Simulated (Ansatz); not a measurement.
# BN: a closer look at a trial structure, part 2 of 2

The task, for BN: see whether it has a gap, which orbitals make up the states near it and how charge is shared.

Ansatz 0.2.0; DFT PBE, scalar-relativistic, plane waves, PAW. The steps go on from the part before.

### Step 3. Variant: scf.algorithm density_mixing

The input, input.yaml:

```yaml
crystal:
  lattice:
    - [6.3718064539, 0.0, -0.0001847051]
    - [0.0, 2.5478187553, 0.0]
    - [-3.0580695468, 0.0, 5.5951294303]
  atoms:
    - { symbol: B, position: [0.2806607089, 0.75, 0.2273013011] }
    - { symbol: B, position: [0.7193392911, 0.25, 0.7726986989] }
    - { symbol: B, position: [0.95736095, 0.75, 0.6123794245] }
    - { symbol: B, position: [0.04263905, 0.25, 0.3876205755] }
    - { symbol: B, position: [0.3433905511, 0.25, 0.9085542486] }
    - { symbol: B, position: [0.6566094489, 0.75, 0.0914457514] }
    - { symbol: "N", position: [0.2192935408, 0.25, 0.2933797368] }
    - { symbol: "N", position: [0.7807064592, 0.75, 0.7066202632] }
    - { symbol: "N", position: [0.6139451957, 0.25, 0.9365128296] }
    - { symbol: "N", position: [0.3860548043, 0.75, 0.0634871704] }
    - { symbol: "N", position: [0.8842975667, 0.75, 0.3284550579] }
    - { symbol: "N", position: [0.1157024333, 0.25, 0.6715449421] }
basis:
  ecutwfc: 420
kpoints:
  mp_grid: { grid: [4, 10, 4] }
hamiltonian:
  xc: pbe
scf:
  occupations: { method: gaussian, width: 0.02 }
  algorithm: density_mixing
output:
  forces: true
  eigenvalues: true
  stress: true
```

Started as:

```bash
$ ansatz run input.yaml --threads 1 --pin off --max-ram 2560MiB --backend cpu --events-out ev --progress --plain --runs-dir out
```

Output:

```text
Warning: RAYON_NUM_THREADS=1 ignored (pool sized by the plan → 1); use --threads N
Engine: ansatz 0.2.0, x86_64-unknown-linux-gnu
Pseudopotentials: kind: paw
Pseudopotential: B, paw, valence charge 3, recommended cutoff 420 eV (normal), B.paw.azcp
Pseudopotential: N, paw, valence charge 5, recommended cutoff 420 eV (normal), N.paw.azcp
Functional definition: PBE
  parameter kappa = 0.804
  parameter beta = 0.06672455060314922
  exchange = pbe_x(kappa = kappa, mu = beta*pi^2/3)
  correlation = pbe_c(beta = beta)
Crystal: 12 atoms, lattice volume = 90.831 Å³
Basis set: ecut = 420 eV, 1801 PW (Γ), exchange–correlation on 90×36×90 points (8 copies of the dense FFT grid, shifted against one another)
Bands: 36, of which v1, the nominal top of the filled ones, is band 24 counted from 1 (23 counted from 0)
Symmetry: 4 space group operations
Space group: P21/m (ITA 11), of the structure as read, at distance tolerance 4.5e-5 Å
k-points: 60 of 160
Non-local potential: B, projectors of the file, l = 0: 2, l = 1: 2, l = 2: 1
Non-local potential: N, projectors of the file, l = 0: 2, l = 1: 2, l = 2: 1
PAW form: soft (Blöchl's): semilocal exchange-correlation on the pseudo side does not see the compensation charge
PAW one-centre angular grid: B, 110 points (default); XC on 64 Gauss nodes
PAW one-centre angular grid: N, 110 points (default); XC on 64 Gauss nodes
Initial density: superposition of atomic densities (neutral atoms: chi_scale 0, normalization atom), corrected by the library's trained network
Initial wavefunctions: pseudopotential atomic-orbital guess
Functional: x = pbe(κ = 0.804, μ = 0.2195149727645171), c = pbe(β = 0.06672455060314922)
SCF iter   1: F=—  HF=-3251.519976 eV  |F-HF|=—  |Δ(HF+E_count)|=         —  Δρ=5.27e-3  dr2=3.05e-2  ethr=1.77e-3  ⟨swp⟩=6.2  Hψ=10231  notcnv=0  defer=70
preconditioner: auto → Resta (q_TF=auto, 2.453 Å⁻¹)  ε∞=3.7  [insulator: Δε(μ)=3.701 eV  Ē_g=16.355 eV  σ=0.020 eV  W_gap=1.00  n_scr=18 (ndim 8)  ℏωp=27.0 eV  f_vac=0.020  D(μ)=0.00/eV (n_scr^D=0)  ε∞_Penn≈3.7]
SCF iter   2: F=—  HF=-3251.516227 eV  |F-HF|=—  |Δ(HF+E_count)|=   3.75e-3  Δρ=2.77e-3  dr2=5.87e-3  ethr=6.36e-5  ⟨swp⟩=2.5  Hψ=3453  notcnv=0  defer=403
SCF iter   3: F=—  HF=-3251.516162 eV  |F-HF|=—  |Δ(HF+E_count)|=   6.46e-5  Δρ=6.67e-4  dr2=4.36e-4  ethr=1.22e-5  ⟨swp⟩=2.0  Hψ=3054  notcnv=0  defer=223
automatic band count: iteration 3 solves 33 bands in place of 36: the levels show a gap, and the empty bands left out lie too high to hold charge; the band table lists the bands solved (type scf.n_extra_bands for more)
SCF iter   4: F=—  HF=-3251.516201 eV  |F-HF|=—  |Δ(HF+E_count)|=   3.87e-5  Δρ=2.57e-4  dr2=5.46e-5  ethr=9.08e-7  ⟨swp⟩=2.0  Hψ=2933  notcnv=0  defer=223
SCF iter   5: F=—  HF=-3251.516151 eV  |F-HF|=—  |Δ(HF+E_count)|=   4.97e-5  Δρ=5.78e-5  dr2=3.15e-6  ethr=1.14e-7  ⟨swp⟩=2.3  Hψ=3095  notcnv=0  defer=223
SCF iter   6: F=—  HF=-3251.516156 eV  |F-HF|=—  |Δ(HF+E_count)|=   4.56e-6  Δρ=2.61e-5  dr2=5.18e-7  ethr=6.55e-9  ⟨swp⟩=2.0  Hψ=3193  notcnv=0  defer=223
SCF iter   7: F=-3251.516156 eV  HF=-3251.516156 eV  |F-HF|=1.77e-8  |Δ(HF+E_count)|=   2.03e-7  Δρ=7.73e-6  dr2=4.87e-8  ethr=2.08e-10  ⟨swp⟩=11.5  Hψ=9893  notcnv=0
SCF 1 converged in 7 iterations: F = -3251.516156 eV  dr2 = 4.87e-8
SCF converged after 7 iterations
Free energy (F): -3251.516156 eV
Harris-Foulkes:  -3251.516156 eV  (|F-HF|=1.77e-8)
Internal energy: -3251.516156 eV  (E = F + TS)
E sigma→0 (E₀):  -3251.516156 eV
Fermi energy:    9.141847 eV
--- Per-component energies (eV) ---
  E_band       = -10.139429
  E_kinetic    = 1102.942201
  E_local      = -1781.639840  (includes V_loc(G=0)·N_el)
  E_nonlocal   = 341.851354
  E_hartree    = 576.155204
  E_xc         = -555.888680
  E_vxc        = -690.535457  (∫ρ·V_xc dr)
  E_paw        = -1239.044064  (= ΣΔE_a)
  E_vpaw       = -135.064682  (= ΣTr[D̂ρ^β])
  E_aug_tail   = 0.000613  (compensation charges beyond the density's cutoff)
  E_ewald      = -1695.892944
  E_smearing   = -0.000000  (= −TS)
  E_closure    = -0.000000  (closes the sum)
  Σ components = -3251.516156   (vs F -3251.516156, Δ=0.00e0)
--- Forces (eV/Å), atoms counted from 1 ---
  atom   1  B     -0.00046416     0.00000000     0.00122660
  atom   2  B      0.00046416    -0.00000000    -0.00122660
  atom   3  B     -0.00046551     0.00000000    -0.00039513
  atom   4  B      0.00046551    -0.00000000     0.00039513
  atom   5  B      0.00013348    -0.00000000    -0.00324517
  atom   6  B     -0.00013348     0.00000000     0.00324517
  atom   7  N      0.00087666     0.00000000    -0.00100403
  atom   8  N     -0.00087666    -0.00000000     0.00100403
  atom   9  N      0.00072441     0.00000000    -0.00145629
  atom  10  N     -0.00072441    -0.00000000     0.00145629
  atom  11  N     -0.00268456    -0.00000000     0.00002017
  atom  12  N      0.00268456     0.00000000    -0.00002017
  max |Σ_I F_I| component: 2.17e-19 eV/Å
--- Stress (GPa, compression-positive) ---
        0.000365       0.000000      -0.004897
        0.000000       0.012857       0.000000
       -0.004902       0.000000       0.003920
  P = ⅓ Tr σ = 0.0057 GPa (0.057 kbar)
--- Band table (eV; the first three rows and the last of 60) ---
  k-point 0: bands = ["-12.0951", "-10.6542", "-9.4465", "-8.8744", "-8.7707", "-7.0813", "-1.8292", "-1.3232", "-0.8430", "1.0508", "1.5863", "2.5997", "3.3549", "3.4065", "3.6958", "4.2509", "4.5022", "4.7162", "4.7650", "5.1312", "5.5800", "6.1722", "6.4707", "7.2912", "11.7248", "13.4786", "14.0033", "14.9643", "15.4938", "16.2429", "16.3549", "16.9138", "17.0121"]
  k-point 1: bands = ["-11.9654", "-10.9665", "-9.4539", "-9.0186", "-8.2654", "-7.1603", "-1.9823", "-1.8531", "-0.0563", "0.6021", "2.1194", "2.7135", "3.0678", "3.5349", "3.6313", "4.1734", "4.2886", "4.4059", "4.9480", "5.0865", "5.9814", "6.1177", "6.3990", "7.1183", "12.2031", "13.8320", "14.2865", "14.6240", "15.3821", "15.7907", "16.3770", "16.6574", "17.0062"]
  k-point 2: bands = ["-11.7196", "-11.3549", "-9.4737", "-9.0589", "-7.6117", "-7.5222", "-2.2239", "-2.0141", "0.3037", "0.7597", "2.2383", "2.4685", "2.9191", "3.2601", "3.9058", "4.1123", "4.3445", "4.3777", "4.9773", "5.2947", "5.7347", "6.2849", "6.5991", "6.6648", "13.1172", "13.6580", "14.1315", "15.0099", "15.4212", "15.4805", "15.9090", "16.6984", "17.1705"]
  k-point 59: bands = ["-8.5055", "-8.5055", "-7.9178", "-7.9178", "-7.3849", "-7.3849", "-1.7974", "-1.7974", "-1.5676", "-1.5676", "-0.7036", "-0.7036", "1.4833", "1.4833", "2.5549", "2.5549", "2.7436", "2.7436", "3.6479", "3.6479", "5.1423", "5.1423", "6.6458", "6.6458", "11.4957", "11.4957", "14.0985", "14.0985", "15.8830", "15.8830", "16.8574", "16.8574", "17.9517"]
```

Run time: 29 s. Hardware: 1 thread of Intel Xeon at 2.50GHz (Skylake/Cascade Lake), shared host; peak memory 0.44 GiB.

| run | ending | energy change | pressure (GPa) | gap (eV) | force (eV/Å) | cycles | time |
| --- | --- | --- | --- | --- | --- | --- | --- |
| step 2 | converged | 0 | 0.0 | 3.70 | 0.00 | 7 | 2.2 min |
| variant | converged | 0.0 meV/atom | 0.0 | 3.70 | 0.00 | 7 | 29 s |

Energy and cycle count are those of the reference, so the change (solver) left the result and the number of cycles as they were.

### Step 4. Outcome

What follows sums up all 2 parts.

```
quantity                          value
     gap  3.70 eV, indirect on the path
```

The gap is 3.70 eV, with the valence top at Γ and the conduction bottom at C2 on the path. Of the projected weight, the top eV of the valence band is N 2p (88 %), and the lowest eV of the conduction band B 2p (89 %).
